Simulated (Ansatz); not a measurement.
**AlN: Al vacancy**

All numbers are calculated (PBEsol, collinear spin, no spin-orbit coupling; Ansatz, PAW set soft_2, 420 eV, k-mesh 2×2×2 shifted by half a step), not measured.

The relaxed host crystal (Kohn–Sham gap 4.09 eV over the whole zone):

```
CELL_PARAMETERS angstrom
3.11378 0.00000 0.00000
-1.55689 2.69661 0.00000
0.00000 0.00000 4.98365
ATOMIC_POSITIONS crystal
Al 0.66667 0.33333 0.49902
Al 0.33333 0.66667 0.99902
N 0.66667 0.33333 0.88098
N 0.33333 0.66667 0.38098
```

Supercell of 36 atoms, rows of the matrix [[-1,1,1],[-1,-2,1],[2,1,1]] times the cell vectors; Al vacancy at (0.667, 0.333, 0.499) in fractions of the cell above. Atoms are relaxed at the host's cell, from a start shaken by 0.03 Å near the defect; charged cells sit in a uniform background.

Distances from the empty Al site (Å), by shell of the perfect crystal:

```
shell  perfect crystal             charge 0            charge -1            charge -3
  4 N             1.89  2.09 (2.09 to 2.11)  2.09 (2.08 to 2.11)  2.10 (2.06 to 2.23)
 6 Al             3.07                 3.08                 3.06  3.04 (3.02 to 3.06)
  1 N             3.08                 3.09                 3.09                 3.10
 6 Al             3.11                 3.12                 3.10                 3.07
```

| charge | moment of the cell (μB) | gap of the cell on the mesh (eV) | carriers |
| --- | --- | --- | --- |
| 0 | 3.00 | 0.60 | none in the bands |
| -1 | 2.00 | 0.20 | none in the bands |
| -3 | 0.00 | 3.95 | none in the bands |

On this mesh the host's own supercell has a gap of 5.15 eV.

At charge 0 the unpaired electrons sit on atoms with moments (μB): 4 N of 0.42. At charge -1 the unpaired electrons sit on atoms with moments (μB): 4 N of 0.28.

Formation energy of the neutral defect: 9.61 eV, taking atoms from and to the elements' standard states (no corrections for gases), so it belongs to those chemical potentials alone.

Relaxed cell at charge -1:

```
AlN V_Al charge -1
1.0
    -4.6707    2.6966    4.9836
     0.0000   -5.3932    4.9836
     4.6707    2.6966    4.9836
Al N
17 18
Direct
  0.7206 0.3896 0.3905
  0.0563 0.7236 0.7209
  0.0563 0.0539 0.3905
  0.3903 0.3895 0.7209
  0.7207 0.7236 0.0565
  0.7191 0.0523 0.7192
  0.0549 0.3881 0.0551
  0.3904 0.0539 0.0565
  0.7766 0.7754 0.4423
  0.1122 0.4454 0.4444
  0.4421 0.7754 0.7768
  0.4421 0.1099 0.4423
  0.7776 0.4444 0.7778
  0.1122 0.7774 0.1124
  0.1112 0.1109 0.7778
  0.4441 0.4455 0.1124
  0.7776 0.1109 0.1114
  0.5297 0.8630 0.5300
  0.8490 0.5148 0.5161
  0.1815 0.8492 0.8492
  0.1815 0.1823 0.5162
  0.5160 0.5148 0.8492
  0.8490 0.8492 0.1818
  0.8483 0.1816 0.8485
  0.1820 0.5152 0.1822
  0.5160 0.1823 0.1818
  0.5904 0.5568 0.2236
  0.9044 0.2377 0.2389
  0.2234 0.5566 0.5907
  0.2235 0.9237 0.2236
  0.5710 0.2390 0.5712
  0.9045 0.5719 0.9047
  0.9058 0.9042 0.5711
  0.2387 0.2377 0.9047
  0.5710 0.9042 0.9059
```

Caveats: at charge -3: net starting moment lost; semilocal functionals make gaps too small, which shifts levels too; small supercell, so energies and levels can be off by tenths of an eV; one random start near the defect, so other minima are possible.

Removing Al leaves four N neighbours with dangling 2p orbitals that are three electrons short of full. Exchange aligns the holes, giving moments of 3.00 and 2.00 μB at charges 0 and -1; at -3 the shell is filled and the moment vanishes. The small gaps of the first two states therefore probably separate filled from empty vacancy orbitals, not the host bands.

The N atoms move outward by a similar average amount in all three charge states, as expected when each is drawn towards its remaining Al neighbours, though at -3 the shell becomes uneven. Both Al shells contract as electrons are added, consistent with cations being attracted to a more negative vacancy.

The even sharing of spin over four N atoms may reflect semilocal delocalisation, since holes in N 2p orbitals can localise on individual atoms. The high neutral formation energy refers to Al-rich conditions, the least favourable for this vacancy, and does not show that it is equally scarce in N-rich growth.
